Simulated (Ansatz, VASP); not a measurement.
**One calculation of Si4S, two programs**

```
Si S
1.0
     4.03312    0.00000    0.00000
    -2.01656    3.49279    0.00000
     0.00000    0.00000    6.69762
Si S
4 1
Cartesian
  0.0000 2.3285 4.7412
  2.0166 1.1643 4.7412
  2.0166 1.1643 1.9564
  0.0000 2.3285 1.9564
  0.0000 0.0000 0.0000
```

Alike in both runs: functional PBE; k mesh 12 × 12 × 6; occupations gaussian, width 0.1 eV; no spin polarisation.

Ansatz relaxed the structure, and its values are those at the end. VASP's run is a single point on that final structure, the one shown.

|  | VASP | Ansatz |
| --- | --- | --- |
| version | VASP 6.6.1 | Ansatz 0.2.0 |
| potentials or method | VASP PAW PBE potentials, release 64 (Si, S) | scalar-relativistic, plane waves, PAW |
| plane-wave cutoff (eV) | 520 | 420 |
| valence electrons in the cell | 22 | 22 |

```tsv
	VASP	Ansatz	Ansatz less VASP
gap on the k mesh at the Fermi level (eV)	none	none	-
pressure (GPa)	-0.1	0.0	+0.07
```

A gap of «none» marks a metal or a gap that the smearing closes. With one functional, cell and mesh, what is left measures potentials, basis and numerics.
